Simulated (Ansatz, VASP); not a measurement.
## Al4N3: VASP beside Ansatz

```xyz
7
Lattice="2.9908 0.0000 0.0000 -1.4954 2.5901 0.0000 0.0000 0.0000 9.3497" Properties=species:S:1:pos:R:3 pbc="T T T"
Al    0.0000    0.0000    4.6525
Al    0.0000    1.7267    7.1528
Al    0.0000    0.0000    9.1211
Al    0.0000    1.7267    2.2106
N     0.0000    1.7267    4.0496
N     0.0000    0.0000    6.4920
N     0.0000    0.0000    1.6166
```

Alike in both runs: functional PBE; k mesh 12 × 12 × 4; occupations gaussian, width 0.1 eV; no spin polarisation.

Ansatz relaxed the structure, and its values are those at the end. VASP's run is a single point on that final structure, the one shown.

|  | VASP | Ansatz |
| --- | --- | --- |
| version | VASP 6.6.1 | Ansatz 0.2.0 |
| potentials or method | VASP PAW PBE potentials, release 64 (Al, N) | scalar-relativistic, plane waves, PAW |
| plane-wave cutoff (eV) | 520 | 420 |
| valence electrons in the cell | 27 | 27 |

VASP gave:

```
gap on the k mesh at the Fermi level (eV) : none
pressure (GPa)                            : 24.6
rms of the force components (eV/Å)        : 0.003
```

Task: What did Ansatz give for the same quantities?

Result: gap on the k mesh at the Fermi level (eV): none; pressure (GPa): 24.8; rms of the force components (eV/Å): 0.003.

A gap of «none» marks a metal or a gap that the smearing closes. The functional is the same, so the differences come from potentials, cutoffs and numerics.

Caveats: so large a pressure means that the cell lies far from this level's equilibrium, or that cutoff or potentials fall short (VASP).
